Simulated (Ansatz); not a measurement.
CoPt: strain tensor (xx, yy, zz, yz, xz, xy) = (−0.43, −0.21, +0.21, +0.17, +0.90, −0.16) %

Consider CoPt (space group P4/mmm, No. 123; a = 2.6770 Å, c = 3.7289 Å; ferromagnetic; relaxed with 0.1 eV smearing). Axes: x, y, z lie along a, b, c of the conventional cell.

Perturbation: strain tensor (xx, yy, zz, yz, xz, xy) = (−0.43, −0.21, +0.21, +0.17, +0.90, −0.16) %, atoms relaxed at fixed cell.

The values are results of r2SCAN, PAW, 500 eV (Ansatz, a program for electronic structure; no spin-orbit coupling), not measurements. k-mesh 21×21×16 (Γ-centred); smearing 0.1 eV (Fermi–Dirac).

The volume per atom drops by 0.06 Å³ to 13.30 Å³ and the space group becomes P-1 (No. 2) (base: P4/mmm (No. 123)). The shortest interatomic distance decreases by 0.024 Å to 2.633 Å and the energy grows by 2.1 meV/atom. The pressure (mean of the normal stresses, compression positive) goes from zero to 1.2 GPa and the band gap stays zero. The magnetic state stays ferromagnetic and the largest site moment is still 2.20 μB. The stress (xx, yy, zz, yz, xz, xy; compression positive) comes out as (1.9, 1.1, 0.5, -0.4, -2.1, 0.1) GPa.

Other magnetic orders, which the real material may have, were not ruled out. No phonon test of stability was made.
